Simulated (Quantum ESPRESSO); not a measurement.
**As under changes of volume**

One of the cells (22.434 Å³/atom); the others are scaled copies at fixed shape and fractional positions:

```
CELL_PARAMETERS angstrom
1.82500 -5.50000 0.00000
1.82500 5.50000 0.00000
0.00000 0.00000 4.47000
ATOMIC_POSITIONS crystal
As 0.39000 0.61000 0.56000
As 0.89000 0.11000 0.94000
As 0.61000 0.39000 0.44000
As 0.11000 0.89000 0.06000
```

This isn't the form of As at room conditions, which is rhombohedral.

* Program: Quantum ESPRESSO 7.5
* Functional: LDA
* Potentials or basis: GBRV 1.5 LDA
* Cutoff: 612 eV
* Density cutoff: 4898 eV
* k mesh: 8 × 8 × 6
* Occupations: fermi-dirac, width 0.05 eV
* Spin: no spin polarisation

```csv
volume (Å³/atom),energy over the lowest point (meV/atom),pressure (GPa),largest force (eV/Å)
21.088,10.22,3.6,0.515
21.536,2.70,1.7,0.328
21.985,0.00,0.1,0.173
22.434,1.61,-1.3,0.129
22.882,?,?,?
23.331,16.13,-3.8,0.366
23.780,28.29,-4.9,0.496
```

Question: What does the run at 22.882 Å³/atom give?

Answer: Energy over the lowest point 7.11 meV/atom; pressure -2.7 GPa; largest force 0.235 eV/Å.

Worked out: A Birch-Murnaghan fit of order 3 (a polynomial in V^(-2/3)) to the other rows has its minimum at 22.03 Å³/atom with B0 = V·E''(V) = 75 GPa and B' = 4.2 at fixed shape and positions, which overstates the stiffness. It gives 7.12 meV/atom at 22.882 Å³/atom, against the run's 7.11, and -dE/dV = -2.6 GPa, against -2.7.

Energies are extrapolated to zero smearing.
